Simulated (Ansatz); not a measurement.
## Run record: elastic constants by finite strains of ZnS (F-43m)

Level of theory: PBEsol, PAW on Ansatz 0.2.0's default frozen-core files (fitted under PBE), scalar-relativistic.

The cell comes from a PAW relaxation under the same functional.

Command:

```sh
ansatz run input.yaml --threads 1 --pin off --max-ram 1228MiB --backend cpu --events-out ev --progress --plain --runs-dir out
```

input.yaml:

```yaml
crystal:
  lattice:
    - [0.0, 2.67777141819, 2.67777141819]
    - [2.67777141819, 0.0, 2.67777141819]
    - [2.67777141819, 2.67777141819, 0.0]
  atoms:
    - { symbol: Zn, position: [0.75, 0.75, 0.75] }
    - { symbol: S, position: [0.0, 0.0, 0.0] }
kpoints:
  mp_grid: { grid: [8, 8, 8] }
scf:
  occupations: { method: fixed }
hamiltonian:
  xc: pbesol
  pseudopotentials: { kind: paw }
elastic:
  mode: relaxed_ion
  stencil: two_point
  amplitude: 0.008
```

Output (shortened where marked):

```
Warning: RAYON_NUM_THREADS=1 ignored (pool sized by the plan → 1); use --threads N
Engine: ansatz 0.2.0, x86_64-unknown-linux-gnu
Pseudopotentials: kind: paw
Pseudopotential: Zn, paw, valence charge 12, recommended cutoff 420 eV (normal), Zn.paw.azcp
Pseudopotential: S, paw, valence charge 6, recommended cutoff 420 eV (normal), S.paw.azcp
Functional definition: PBEsol
  exchange = pbesol_x
  correlation = pbesol_c
Crystal: 2 atoms, lattice volume = 38.402 Å³
Basis set: ecut = 420 eV, 749 PW (Γ), exchange–correlation on 54×54×54 points (8 copies of the dense FFT grid, shifted against one another)
Bands: 13, of which v1, the nominal top of the filled ones, is band 9 counted from 1 (8 counted from 0)
Symmetry: 24 space group operations
Space group: F-43m (ITA 216), of the structure as read, at distance tolerance 3.4e-5 Å
k-points: 29 of 512 (time reversal used)
Non-local potential: Zn, projectors of the file, l = 0: 2, l = 1: 2, l = 2: 3, l = 3: 1
Non-local potential: S, projectors of the file, l = 0: 2, l = 1: 2, l = 2: 2
PAW form: soft (Blöchl's): semilocal exchange-correlation on the pseudo side does not see the compensation charge
PAW frozen core: Zn, regenerated for the run's functional, and the local potential with it (the file was generated under x = pbe(κ = 0.804, μ = 0.2195149727645171), c = pbe(β = 0.06672455060314922))
PAW frozen core: S, regenerated for the run's functional, and the local potential with it (the file was generated under x = pbe(κ = 0.804, μ = 0.2195149727645171), c = pbe(β = 0.06672455060314922))
PAW one-centre angular grid: Zn, 590 points (default); XC on 64 Gauss nodes
PAW one-centre angular grid: S, 110 points (default); XC on 64 Gauss nodes
Initial density: superposition of atomic densities (neutral atoms: chi_scale 0, normalization atom), corrected by the library's trained network
Initial wavefunctions: pseudopotential atomic-orbital guess
Functional: x = pbesol(κ = 0.804, μ = 0.12345679012345678), c = pbesol(β = 0.046)
SCF iter   1: F=—  HF=-4167.444622 eV  |F-HF|=—  |Δ(HF+E_count)|=         —  Δρ=5.56e-3  dr2=1.37e-2  ethr=1.77e-3  ⟨swp⟩=4.9  Hψ=2012  notcnv=0  defer=51
preconditioner: auto → none  [insulator: Δε(μ)=2.033 eV  Ē_g=12.228 eV  n_scr=14 (ndim 8)  ℏωp=25.4 eV  f_vac=0.023  ε∞_Penn≈5.3]
SCF iter   2: F=—  HF=-4167.440132 eV  |F-HF|=—  |Δ(HF+E_count)|=   4.49e-3  Δρ=8.95e-4  dr2=1.59e-4  ethr=7.63e-5  ⟨swp⟩=2.9  Hψ=927  notcnv=0  defer=54
SCF iter   3: F=—  HF=-4167.440163 eV  |F-HF|=—  |Δ(HF+E_count)|=   3.11e-5  Δρ=7.70e-4  dr2=1.24e-4  ethr=8.84e-7  ⟨swp⟩=2.0  Hψ=669  notcnv=0  defer=54
SCF iter   4: F=—  HF=-4167.440169 eV  |F-HF|=—  |Δ(HF+E_count)|=   5.68e-6  Δρ=2.41e-4  dr2=1.71e-5  ethr=6.87e-7  ⟨swp⟩=2.0  Hψ=639  notcnv=0  defer=31
SCF iter   5: F=—  HF=-4167.440161 eV  |F-HF|=—  |Δ(HF+E_count)|=   8.27e-6  Δρ=3.64e-5  dr2=3.05e-7  ethr=9.51e-8  ⟨swp⟩=2.0  Hψ=607  notcnv=0
SCF iter   6: F=—  HF=-4167.440160 eV  |F-HF|=—  |Δ(HF+E_count)|=   2.40e-7  Δρ=4.01e-6  dr2=3.36e-9  ethr=1.69e-9  ⟨swp⟩=2.1  Hψ=638  notcnv=0
SCF iter   7: F=—  HF=-4167.440160 eV  |F-HF|=—  |Δ(HF+E_count)|=   4.89e-9  Δρ=1.66e-7  dr2=8.24e-12  ethr=1.86e-11  ⟨swp⟩=2.0  Hψ=633  notcnv=0
[... 112 lines left out ...]
SCF iter   2: F=—  HF=-4167.439789 eV  |F-HF|=—  |Δ(HF+E_count)|=   6.69e-6  Δρ=2.34e-7  dr2=1.17e-11  ethr=8.84e-14 (applied; sched 1.00e-12)  ⟨swp⟩=3.0  Hψ=2945  notcnv=0  defer=2
SCF iter   3: F=—  HF=-4167.439789 eV  |F-HF|=—  |Δ(HF+E_count)|=  1.82e-12  Δρ=1.22e-7  dr2=2.81e-12  ethr=6.53e-14 (applied; sched 1.00e-12)  ⟨swp⟩=2.1  Hψ=2066  notcnv=0  defer=2
SCF iter   4: F=—  HF=-4167.439789 eV  |F-HF|=—  |Δ(HF+E_count)|=  9.09e-13  Δρ=8.33e-8  dr2=1.09e-12  ethr=1.56e-14 (applied; sched 1.00e-12)  ⟨swp⟩=1.0  Hψ=1235  notcnv=0  defer=2
SCF iter   5: F=—  HF=-4167.439789 eV  |F-HF|=—  |Δ(HF+E_count)|=  9.09e-13  Δρ=6.45e-8  dr2=6.36e-13  ethr=6.03e-15 (applied; sched 1.00e-12)  ⟨swp⟩=1.0  Hψ=1235  notcnv=0  defer=2
SCF iter   6: F=—  HF=-4167.439789 eV  |F-HF|=—  |Δ(HF+E_count)|=  1.82e-12  Δρ=3.69e-8  dr2=2.03e-13  ethr=3.53e-15 (applied; sched 1.00e-12)  ⟨swp⟩=1.0  Hψ=1235  notcnv=0  defer=2
SCF iter   7: F=-4167.439789 eV  HF=-4167.439789 eV  |F-HF|=9.09e-13  |Δ(HF+E_count)|=    0.00e0  Δρ=1.91e-8  dr2=5.49e-14  ethr=1.00e-12  ⟨swp⟩=4.0  Hψ=4122  notcnv=0
SCF 10 converged in 7 iterations: F = -4167.439789 eV  dr2 = 5.49e-14
SCF converged after 9 iterations
Free energy (F): -4167.440160 eV
Harris-Foulkes:  -4167.440160 eV  (|F-HF|=0.00e0)
Internal energy: -4167.440160 eV  (E = F + TS)
E sigma→0 (E₀):  -4167.440160 eV
Fermi energy:    6.043619 eV
--- Per-component energies (eV) ---
  E_band       = 7.393187
  E_kinetic    = 238.657067
  E_local      = -2024.002803  (includes V_loc(G=0)·N_el)
  E_nonlocal   = 643.837958
  E_hartree    = 845.066405
  E_xc         = -232.143521
  E_vxc        = -140.353375  (∫ρ·V_xc dr)
  E_paw        = -2374.994281  (= ΣΔE_a)
  E_vpaw       = -400.878099  (= ΣTr[D̂ρ^β])
  E_aug_tail   = -0.000371  (compensation charges beyond the density's cutoff)
  E_ewald      = -1264.719919
  E_core_change = 0.859304  (= ΣΔE_core)
  E_smearing   = -0.000000  (= −TS)
  E_closure    = 0.000000  (closes the sum)
  Σ components = -4167.440160   (vs F -4167.440160, Δ=0.00e0)
--- Forces (eV/Å), atoms counted from 1 ---
  atom   1  Zn     0.00000000     0.00000000     0.00000000
  atom   2  S     -0.00000000     0.00000000     0.00000000
  max |Σ_I F_I| component: 3.70e-17 eV/Å
--- Stress (GPa, compression-positive) ---
        0.042179       0.000000      -0.000000
        0.000000       0.042179       0.000000
        0.000000       0.000000       0.042179
  P = ⅓ Tr σ = 0.0422 GPa (0.422 kbar)
--- Elastic constants: 2 strain directions × 2 members + reference (group order 24) ---
  dense FFT box of the reference and of every strained cell: 27×27×27
  strains applied: 11, 23; error gains: componentwise 1.00 (the most a stress slope's error grows in a printed constant), spectral 1.73 (1 for all six strains in a standard setting)
  C = ∂σ_k/∂η_j (tension-positive GPa; Voigt order 11 22 33 23 13 12):
       107.269     65.050     65.050      0.000      0.000      0.000
        65.050    107.269     65.050      0.000     -0.000      0.000
        65.050     65.050    107.269      0.000      0.000     -0.000
        -0.000      0.000     -0.000     48.452     -0.000     -0.000
        -0.000     -0.000     -0.000      0.000     48.452      0.000
        -0.000      0.000     -0.000      0.000      0.000     48.452
  reference stress σ⁰ (GPa):     -0.042     -0.042     -0.042     -0.000      0.000     -0.000
  C* (energy form; C + prestress term) asymmetry max|C*_kj − C*_jk| = 2.842e-14 GPa — a small one proves nothing (zero by symmetry where the batch's group is 432, −43m or m−3m); a large one is finite-difference/SCF noise where ...
  moduli (Voigt/Reuss/Hill, GPa): K = 79.12/79.12/79.12   G = 37.51/31.92/34.72   E = 90.86   ν = 0.309
  mechanically stable: yes (min eigenvalue of sym C = 42.22 GPa)
  strain η (Voigt 11):  stress-route row diagonal C_11 = 107.27 GPa, energy-path curvature d²(F+E_count+ΔE)/dδ²/Ω₀ = 107.38 GPa
         δ    σ_11 (GPa)             F (eV)   n_scf  n_hpsi   n_pw
    -8.000e-3      -0.9084       -4167.4392504       8   15585    755   relax 0 steps, max|allowed force component| 5.55e-17 eV/Å
     8.000e-3       0.8079       -4167.4394164       8   14966    765   relax 0 steps, max|allowed force component| 5.55e-17 eV/Å
  strain η (Voigt 23):  stress-route row diagonal C_44 = 48.45 GPa, energy-path curvature d²(F+E_count+ΔE)/dδ²/Ω₀ = 48.55 GPa
         δ    σ_23 (GPa)             F (eV)   n_scf  n_hpsi   n_pw
    -8.000e-3      -0.3876       -4167.4397887       7   21225    761   relax 3 steps, max|allowed force component| 6.07e-6 eV/Å
     8.000e-3       0.3876       -4167.4397887       7   20780    761   relax 2 steps, max|allowed force component| 2.79e-6 eV/Å
```

Self-consistency was reached.

**Strained cells**

Elastic constants of a crystal by Kohn-Sham DFT: slopes of the stress over finite engineering strains of the given cell, Voigt indices, Cartesian axes as in the input; stress of each strained cell less that at rest, tension positive.

```
strain component  strain  stress xx (GPa)  stress yy (GPa)  stress zz (GPa)  stress yz (GPa)  stress xz (GPa)  stress xy (GPa)  relaxation steps
              xx  -0.008          -0.8662          -0.5346          -0.5346                0                0                0                 0
              xx   0.008           0.8501           0.5062           0.5062                0                0                0                 0
              yz  -0.008           0.0006          -0.0007          -0.0007          -0.3876                0                0                 3
              yz   0.008           0.0006          -0.0007          -0.0007           0.3876                0                0                 2
```

Elastic constants:

| Quantity | Value |
| --- | --- |
| Pressure at rest | 0.042 GPa |
| Least elastic eigenvalue | 42.22 GPa |
| Elastically stable | yes |

| index | elastic (GPa) |
| --- | --- |
| 11 | 107.3 |
| 12 | 65.05 |
| 44 | 48.45 |

Elastic moduli:

Hill averages of a grain aggregate, Debye temperature from the mean sound speed over directions.

```
Bulk modulus                     : 79.12 GPa
Shear modulus                    : 34.72 GPa
Young modulus                    : 90.86 GPa
Poisson ratio                    : 0.3086
Bulk over shear modulus          : 2.279
Elastic anisotropy index         : 0.8771
Least young modulus              : 58.16 GPa
Largest young modulus            : 120.7 GPa
Longitudinal sound speed         : 5456 m/s
Transverse sound speed           : 2870 m/s
Elastic debye temperature        : 352.8 K
Linear compressibility (x, y, z) : 4.213, 4.213, 4.213 1/TPa
Zener ratio                      : 2.295
Cauchy pressure                  : 16.6 GPa
```

Limits of these numbers: frozen-core PAW files fitted under PBE, their cores solved anew for the functional of the run; constants at zero field, no piezoelectric stiffening.

Time and hardware: 11 s on 1 thread of AMD EPYC 9R45 (Zen 5), with other jobs on the host, peak memory 0.42 GiB.
